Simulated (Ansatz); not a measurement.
## CuO: a bulk modulus from differences

The cell was found from a structure generator's guess, not taken from experiment.

These are results of DFT PBE, scalar-relativistic, plane waves, PAW in Ansatz, not measurements. Plane waves to 420 eV, a 22×22×22 mesh through Γ for the 2-atom cell and 0.10 eV Gaussian smearing; no spin polarisation.

```xyz
2
Lattice="0.0000 2.1220 2.1220 2.1220 0.0000 2.1220 2.1220 2.1220 0.0000" Properties=species:S:1:pos:R:3 pbc="T T T"
Cu    0.0000    0.0000    0.0000
O     2.1220    2.1220    2.1220
```

The cell was set to several volumes, with shape and atoms relaxed at each where symmetry leaves them free. Pressure is positive in compression, and energies count from the lowest row. No row has a gap on its mesh.

```csv
row,V (Å³/atom),P (GPa),ΔE (meV/atom)
1,8.409,30.49,96.5
2,8.696,20.80,50.9
3,8.982,?,?
4,9.269,5.79,5.0
5,9.556,0.01,0.0
6,9.842,-4.87,4.5
7,10.129,-8.98,17.1
8,10.511,-13.46,44.2
```

Question: Find B = −V·ΔP/ΔV from rows 4 and 6 and from rows 1 and 2, and from the two its slope B′ and its value B0 at zero pressure.

Answer: Rows 4 and 6 give −(9.269 + 9.842)/2 × (-4.87 − (5.79))/(9.842 − 9.269) = 177.8 GPa at a mean pressure of 0.46 GPa. Rows 1 and 2 give −(8.409 + 8.696)/2 × (20.80 − (30.49))/(8.696 − 8.409) = 288.8 GPa at a mean pressure of 25.64 GPa. So B′ = (288.8 − 177.8)/(25.64 − (0.46)) = 4.41 and B0 = 177.8 − 4.41 × (0.46) = 175.8 GPa. A third-order Birch–Murnaghan fit to all the energies gives B0 = 176.9 GPa and B′ = 4.7.

Question: Estimate the pressure and energy of row 3.

Answer: From row 5, V0 = 9.556 × (1 + (0.01)/175.8) = 9.557 Å³/atom. Murnaghan's form P = (B0/B′)·[(V0/V)^B′ − 1] gives (175.8/4.41) × [(9.557/8.982)^4.41 − 1] = 12.55 GPa; the computed pressure is 12.66 GPa, so the estimate is off by -0.11 GPa. The work of compression from row 4, with the mean of the two pressures, gives ΔE = 5.0 + (12.55 + 5.79)/2 × (9.269 − 8.982)/160.2 × 1000 = 21.4 meV/atom (1 eV/Å³ = 160.2 GPa); the computed value is 21.2 meV/atom.

In such compounds of Cu a zero gap at this level may well be an artefact, since no Hubbard U is applied. An odd number of electrons in the primitive cell allows no gap without spin; a larger cell or a magnetic state could open one. All volumes keep the k mesh of the relaxed cell. A structure relaxed within its symmetry needn't be a true minimum.
